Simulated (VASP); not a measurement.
# BN (R3m) in VASP: a series of runs

One crystal, BN, is run at these levels: PBEsol+D3(BJ); tasks: single point, relaxation of cell and atoms.

All numbers are computed with VASP 6.6.1; they aren't measurements. Logs are shortened: lines on timing, memory, paths and dates and some standing lists are left out, and cuts for length are marked.

### 1 The crystal as given

Symmetry: R3m, No. 160, trigonal system. Conventional cell: a = 2.500 Å, b = 2.500 Å, c = 9.575 Å, α = 90.00°, β = 90.00°, γ = 120.00°. B (site symmetry 3m) has 3 N at 1.44 Å as nearest neighbours. N (site symmetry 3m) has 3 B at 1.44 Å as nearest neighbours.

The cell is a database's computed one.

### 2 Single point, PBEsol+D3(BJ)

Input file INCAR:

```
SYSTEM = BN
PREC = Accurate ; ENCUT = 520
EDIFF = 1E-6 ; ISMEAR = 0
SIGMA = 0.02 ; LREAL = .FALSE.
LASPH = .TRUE. ; NELM = 100
ALGO = Fast ; ISIF = 2
LWAVE = .FALSE. ; LCHARG = .FALSE.
GGA = PS ; IVDW = 12
NBANDS = 11
```

Input file KPOINTS:

```
regular mesh
0
G
  12 12 12
  0 0 0
```

Input file POSCAR:

```
BN
1.0
    1.2500348139      0.7217079363      3.1917105830
   -1.2500348139      0.7217079363      3.1917105830
    0.0000000000     -1.4434158727      3.1917105830
B N
1 1
Direct
    0.9997740531      0.9997740531      0.9997740531
    0.3326589469      0.3326589469      0.3326589469
```

Potentials or basis: VASP PAW PBE potentials, release 64 (B, N).

The run is started by

```sh
cat potpaw_PBE.64/B/POTCAR potpaw_PBE.64/N/POTCAR > POTCAR
mpirun -np 1 vasp_std > vasp.out
```

OUTCAR:

```text
SYSTEM = BN
   PREC = Accurate
   ENCUT = 520
   EDIFF = 1E-6
   ISMEAR = 0
   LREAL = .FALSE.
   LASPH = .TRUE.
   NELM = 100
   ISIF = 2
   GGA = PS
   IVDW = 12
 IVDW          = 12

 ion  position               nearest neighbor table
   1  1.000  1.000  1.000-   2 1.44   2 1.44   2 1.44
   2  0.333  0.333  0.333-   1 1.44   1 1.44   1 1.44

  LATTYP: Found a trigonal (rhomboedric) cell.
 ALAT       =     3.5029224694
 COS(alpha) =     0.7453092559

  Lattice vectors:

 A1 = (   1.2500348139,   0.7217079363,   3.1917105830)
 A2 = (  -1.2500348139,   0.7217079363,   3.1917105830)
 A3 = (   0.0000000000,  -1.4434158727,   3.1917105830)

Analysis of symmetry for initial positions (statically):
=====================================================================
 Subroutine PRICEL returns:
 Original cell was already a primitive cell.

 Routine SETGRP: Setting up the symmetry group for a
 trigonal (rhombohedral) supercell.

 Subroutine GETGRP returns: Found  6 space group operations
 (whereof  6 operations were pure point group operations)
 out of a pool of 12 trial point group operations.

The static configuration has the point symmetry C_3v.

Analysis of symmetry for dynamics (positions and initial velocities):
=====================================================================
 Subroutine PRICEL returns:
 Original cell was already a primitive cell.

 Routine SETGRP: Setting up the symmetry group for a
 trigonal (rhombohedral) supercell.

 Subroutine GETGRP returns: Found  6 space group operations
 (whereof  6 operations were pure point group operations)
 out of a pool of 12 trial point group operations.

The dynamic configuration has the point symmetry C_3v.

 Subroutine INISYM returns: Found  6 space group operations
 (whereof  6 operations are pure point group operations),
 and found     1 'primitive' translations

----------------------------------------------------------------------------------------

                                     Primitive cell

  volume of cell :      17.2766

  direct lattice vectors                    reciprocal lattice vectors
     1.250034814  0.721707936  3.191710583     0.399988860  0.230933676  0.104437205
    -1.250034814  0.721707936  3.191710583    -0.399988860  0.230933676  0.104437205
     0.000000000 -1.443415873  3.191710583     0.000000000 -0.461867352  0.104437205

  length of vectors
     3.502922469  3.502922469  3.502922469     0.473527803  0.473527803  0.473527803

  position of ions in fractional coordinates (direct lattice)
     0.999774053  0.999774053  0.999774053
     0.332658947  0.332658947  0.332658947

  ion indices of the primitive-cell ions
   primitive index   ion index
                 1           1
                 2           2

----------------------------------------------------------------------------------------

 KPOINTS: regular mesh

Automatic generation of k-mesh.
 Grid dimensions read from file:
 generate k-points for:   12   12   12

 Generating k-lattice:

  Cartesian coordinates                     Fractional coordinates (reciprocal lattice)
     0.033332405  0.019244473  0.008703100     0.083333333 -0.000000000  0.000000000
    -0.033332405  0.019244473  0.008703100    -0.000000000  0.083333333  0.000000000
     0.000000000 -0.038488946  0.008703100     0.000000000  0.000000000  0.083333333

  Length of vectors
     0.039460650  0.039460650  0.039460650

  Shift w.r.t. Gamma in fractional coordinates (k-lattice)
     0.000000000  0.000000000  0.000000000

 Subroutine IBZKPT returns following result:
 ===========================================

 Found    189 irreducible k-points:

 Following reciprocal coordinates:
            Coordinates               Weight
  0.000000  0.000000  0.000000      1.000000
  0.083333  0.000000 -0.000000      6.000000
  0.166667  0.000000 -0.000000      6.000000
  0.250000  0.000000 -0.000000      6.000000
  0.333333  0.000000 -0.000000      6.000000
  0.416667  0.000000 -0.000000      6.000000
[... 16 lines left out ...]
  0.500000  0.166667 -0.000000     12.000000
 -0.416667  0.166667  0.000000     12.000000
 [... further k-points ...]
   k-points           NKPTS =    189   k-points in BZ     NKDIM =    189   number of bands    NBANDS=     11
   number of dos      NEDOS =    301   number of ions     NIONS =      2
   total plane-waves  NPLWV =  21952
   dimension x,y,z NGX =    28 NGY =   28 NGZ =   28
   dimension x,y,z NGXF=    56 NGYF=   56 NGZF=   56
   ions per type =               1   1
   NGX,Y,Z   is equivalent  to a cutoff of  13.29, 13.29, 13.29 a.u.
   NGXF,Y,Z  is equivalent  to a cutoff of  26.58, 26.58, 26.58 a.u.
 SYSTEM =  BN
   PREC   = accura    normal or accurate (medium, high low for compatibility)
   ISTART =      0    job   : 0-new  1-cont  2-samecut
   ICHARG =      2    charge: 1-file 2-atom 10-const
   ISPIN  =      1    spin polarized calculation?
   LNONCOLLINEAR =      F non collinear calculations
   LSORBIT =      F    spin-orbit coupling
   LASPH  =      T    aspherical Exc in radial PAW
   ENCUT  =  520.0 eV  38.22 Ry    6.18 a.u.   6.51  6.51  6.51*2*pi/ulx,y,z
   NELM   =    100;   NELMIN=  2; NELMDL= -5     # of ELM steps
   EDIFF  = 0.1E-05   stopping-criterion for ELM
   LREAL  =      F    real-space projection
   EDIFFG = 0.1E-04   stopping-criterion for IOM
   NSW    =      0    number of steps for IOM
   IBRION =     -1    ionic relax: 0-MD 1-quasi-New 2-CG
   NFREE  =      0    steps in history (QN), initial steepest desc. (CG)
   ISIF   =      2    stress and relaxation
   ISYM   =      2    0-nonsym 1-usesym 2-fastsym
   POTIM  = 0.5000    time-step for ionic-motion
   TEBEG  =    0.0;   TEEND  =   0.0 temperature during run
   PSTRESS=    0.0 pullay stress
   NELECT =       8.0000    total number of electrons
   NUPDOWN=      -1.0000    fix difference up-down
   EMIN   =  10.00;   EMAX   =-10.00  energy-range for DOS
   EFERMI =   0.00;   METHOD = LEGACY
   ISMEAR =     0;   SIGMA  =   0.02  broadening in eV -4-tet -1-fermi 0-gaus
   EFERMI_NEDOS =   21; number of points for ismear=-14 and -15
   IALGO  =     68    algorithm
   IMIX   =      4    mixing-type and parameters
     AMIX     =   0.40;   BMIX     =  1.00
     AMIX_MAG =   1.60;   BMIX_MAG =  1.00
  volume/ion in A,a.u.               =       8.64        58.29
  Fermi-wavevector in a.u.,A,eV,Ry     =   1.266539  2.393412 21.825406  1.604122
  Thomas-Fermi vector in A             =   2.399735
   LORBIT       =      0    0 simple, 1 ext, 2 COOP (PROOUT), +10 PAW based schemes
   GGA     = PS    functional components
   LHFCALC =     F    Hartree Fock is set to
   AEXX    =    0.0000 exact exchange contribution
   IVDW    =    12    specifies the selected vdW correction
   LEPSILON=     F    determine dielectric tensor
   LRPA    =     F    only Hartree local field effects (RPA)
 non-spin polarized calculation
 RMM-DIIS sequential band-by-band and
 Gauss-broadening in eV      SIGMA  =   0.02
  energy-cutoff  :      520.00
  volume of cell :       17.28
 maximum number of plane-waves:       478
 NGX is ok and might be reduce to    28
   NGX = 13   NGY = 13   NGZ = 13

 number of electron       8.0000000 magnetization

 Free energy of the ion-electron system (eV)
  ---------------------------------------------------
  ext. energy  EPLUGINS =         0.00000000
  ---------------------------------------------------
  free energy    TOTEN  =       -18.27723441 eV

  energy without entropy =      -18.27723441  energy(sigma->0) =      -18.27723441

 E-fermi :   2.7450     XC(G=0): -10.5860

 val. band max:        2.5259481331   @ k =  -0.3333   0.2500   0.0000
 cond. band min:       6.5633947593   @ k =   0.5000   0.5000  -0.0000
 fundamental gap:      4.0374466262
 Fermi energy:         2.7449925578

 k-point     1 :       0.0000    0.0000    0.0000
  band No.  band energies     occupation
      1     -15.3097      2.00000
      2      -1.3700      2.00000
      3       1.2645      2.00000
      4       1.2645      2.00000
      5       7.8287      0.00000
      6      14.1931      0.00000
      7      14.1931      0.00000
      8      15.7473      0.00000
      9      17.5709      0.00000
     10      28.3690      0.00000
     11      31.3290      0.00000

 k-point     2 :       0.0833    0.0000   -0.0000
  band No.  band energies     occupation
      1     -15.1692      2.00000
      2      -1.2310      2.00000
      3       0.6921      2.00000
      4       1.0058      2.00000
      5       8.1202      0.00000
      6      14.1147      0.00000
      7      14.7888      0.00000
      8      15.2661      0.00000
      9      18.0050      0.00000
     10      28.4892      0.00000
     11      29.0269      0.00000

 k-point     3 :       0.1667    0.0000   -0.0000
  band No.  band energies     occupation
      1     -14.7550      2.00000
      2      -0.8682      2.00000
      3      -0.6921      2.00000
      4       0.3764      2.00000
      5       8.8736      0.00000
      6      13.8345      0.00000
      7      14.1365      0.00000
      8      16.4081      0.00000
      9      19.0344      0.00000
     10      25.7738      0.00000
     11      27.6930      0.00000
[... 267 lines left out ...]
 k-point    23 :       0.5000    0.1667   -0.0000
  band No.  band energies     occupation
      1     -12.1007      2.00000
      2      -5.6271      2.00000
      3      -2.7066      2.00000
      4       1.6100      2.00000
      5       8.2945      0.00000
      6      14.0727      0.00000
      7      15.9094      0.00000
      8      17.7522      0.00000
      9      20.2569      0.00000
     10      23.1199      0.00000
     11      26.3964      0.00000

 k-point    24 :      -0.4167    0.1667    0.0000
  band No.  band energies     occupation
      1     -11.7679      2.00000
      2      -6.1415      2.00000
      3      -2.8776      2.00000
      4       2.2477      2.00000
      5       7.6946      0.00000
      6      14.0112      0.00000
      7      16.1265      0.00000
      8      16.9789      0.00000
      9      20.7351      0.00000
     10      23.7423      0.00000
     11      26.1715      0.00000

 [... further k-points ...]

------------------------ aborting loop because EDIFF is reached ----------------------------------------

 Edisp (eV)   -0.21070

 E8    (eV) :    -0.1051

  FORCE on cell =-STRESS in cart. coord.  units (eV):
  Direction    XX          YY          ZZ          XY          YZ          ZX
  --------------------------------------------------------------------------------------
  -------------------------------------------------------------------------------------
  Total       0.05748     0.05748    -0.01937     0.00000     0.00000     0.00000
  in kB       5.33092     5.33092    -1.79661     0.00000     0.00000     0.00000
  external pressure =        2.96 kB  Pullay stress =        0.00 kB

 VOLUME and BASIS-vectors are now :
 -----------------------------------------------------------------------------
  energy-cutoff  :      520.00
  volume of cell :       17.28
      direct lattice vectors                 reciprocal lattice vectors
     1.250034814  0.721707936  3.191710583     0.399988860  0.230933676  0.104437205
    -1.250034814  0.721707936  3.191710583    -0.399988860  0.230933676  0.104437205
     0.000000000 -1.443415873  3.191710583     0.000000000 -0.461867352  0.104437205

 POSITION                                       TOTAL-FORCE (eV/Angst)
 -----------------------------------------------------------------------------------
      0.00000     -0.00000      9.57297         0.000000      0.000000     -0.000428
      0.00000     -0.00000      3.18525         0.000000     -0.000000      0.000428
 -----------------------------------------------------------------------------------
    total drift:                                0.000000     -0.000000     -0.000031

  FREE ENERGIE OF THE ION-ELECTRON SYSTEM (eV)
  ---------------------------------------------------
  free  energy   TOTEN  =       -18.4879307967 eV

  energy  without entropy=      -18.4879307967  energy(sigma->0) =      -18.48793080
```

It took 33 s on 1 thread of Intel Xeon 6975P-C (Granite Rapids), shared host; peak memory 0.18 GiB.

What came out:

```
Free energy                : -18.4879 eV
Pressure                   : 0.3 GPa
Band gap on the k mesh     : 4.04 eV, indirect (least direct gap 4.66 eV)
Dispersion energy per atom : -0.105 eV
```

Levels at points of the mesh, in eV from the valence-band top:
| k point | band 1 | band 2 | band 3 | band 4 | band 5 | band 6 | band 7 | band 8 |
| --- | --- | --- | --- | --- | --- | --- | --- | --- |
| (0.00, 0.00, 0.00) | -17.84 | -3.90 | -1.26 | -1.26 | 5.30 | 11.67 | 11.67 | 13.22 |
| (0.50, 0.00, 0.00) | -14.56 | -9.00 | -4.06 | -0.52 | 5.29 | 9.99 | 13.13 | 15.43 |
| (0.50, 0.50, 0.00) | -14.45 | -8.81 | -4.15 | -1.31 | 4.04 | 9.82 | 14.48 | 18.27 |
| (0.50, 0.50, 0.50) | -17.43 | -6.49 | -1.29 | -1.29 | 10.60 | 11.56 | 11.56 | 12.57 |

Caveat: the PAW data sets were made with another functional, which shifts forces and pressure a little. A k mesh can miss the band edges.

### 3 Relaxation of cell and atoms, PBEsol+D3(BJ)

This run uses another cell than the first one, of 9.14 Å³/atom, 1.059 times its volume.

Input file INCAR:

```
SYSTEM = BN
PREC = Accurate ; ENCUT = 600
EDIFF = 1E-6 ; ISMEAR = 0
SIGMA = 0.02 ; LREAL = .False.
LASPH = .True. ; NELM = 100
ALGO = Normal ; ISIF = 3
LWAVE = .False. ; LCHARG = .False.
GGA = PS ; IVDW = 12
IBRION = 2 ; NSW = 100
EDIFFG = -0.002
```

Input file KPOINTS:

```
Automatic mesh
0
Gamma
  12 12 12
  0 0 0
```

Input file POSCAR:

```
BN
1.0
    1.2511217832      0.7223354983      3.3729344033
   -1.2511217832      0.7223354983      3.3729344033
    0.0000000000     -1.4446709967      3.3729344033
B N
1 1
Direct
    0.9996712000      0.9996712000      0.9996712000
    0.3327618000      0.3327618000      0.3327618000
```

Potentials or basis: VASP PAW PBE potentials, release 64 (B, N).

The run is started by

```sh
cat potpaw_PBE.64/B/POTCAR potpaw_PBE.64/N/POTCAR > POTCAR
mpirun -np 1 vasp_std > vasp.out
```

Run time: 2.9 min. Hardware: 1 thread of Intel Xeon 6975P-C (Granite Rapids), shared host; peak memory 0.19 GiB.

It converged, with:

```yaml
Free_energy: -18.4936 eV
Relaxed_volume: 8.56 Å³/atom
Relaxed_cell: a = 3.474 Å, b = 3.474 Å, c = 3.474 Å, α = 42.18°, β = 42.18°, γ = 42.18°
Space_group_after_relaxing_to_0.05_Å: R3m (No. 160)
Energy_gained_by_relaxing: 3.4 meV/atom
Ionic_steps: 12
Pressure_after_relaxing: 0.0 GPa
Band_gap_on_the_k_mesh: 4.00 eV, indirect (least direct gap 4.66 eV)
Dispersion_energy_per_atom: -0.106 eV
```

The path:
```csv
step,energy change (eV),largest force (eV/Å),pressure (GPa),volume (Å³)
1,0.0000,0.0026,-0.93,18.29
2,-0.0007,0.0019,0.27,18.15
3,-0.0008,0.0039,0.79,18.09
4,-0.0011,0.0050,0.77,18.06
5,-0.0019,0.0081,0.71,17.98
6,-0.0034,0.0146,0.51,17.82
7,-0.0057,0.0287,0.24,17.50
8,-0.0060,0.0634,-0.20,16.86
9,-0.0067,0.0453,-0.02,17.17
10,-0.0067,0.0471,-0.03,17.14
11,-0.0068,0.0076,0.01,17.12
12,-0.0068,0.0007,0.01,17.11
```

Final structure:
```cif
data_structure
_symmetry_space_group_name_H-M 'P 1'
_symmetry_Int_Tables_number 1
_cell_length_a 3.4745
_cell_length_b 3.4745
_cell_length_c 3.4745
_cell_angle_alpha 42.183
_cell_angle_beta 42.183
_cell_angle_gamma 42.183
_cell_volume 17.11
loop_
_atom_site_label
_atom_site_type_symbol
_atom_site_fract_x
_atom_site_fract_y
_atom_site_fract_z
_atom_site_occupancy
B1 B 0.99980 0.99980 0.99980 1
N1 N 0.33263 0.33263 0.33263 1
```

Levels at points of the mesh, in eV from the valence-band top:
```
           k point  band 1  band 2  band 3  band 4  band 5  band 6  band 7  band 8
(0.00, 0.00, 0.00)  -17.86   -3.84   -1.27   -1.27    5.36   11.65   11.65   13.21
(0.50, 0.00, 0.00)  -14.57   -9.02   -4.06   -0.51    5.29    9.99   13.17   15.53
(0.50, 0.50, 0.00)  -14.45   -8.82   -4.17   -1.35    4.00    9.79   14.54   18.41
(0.50, 0.50, 0.50)  -17.43   -6.55   -1.30   -1.30   10.69   11.53   11.53   12.59
```

Caveat: the PAW data sets were made with another functional, which shifts forces and pressure a little.
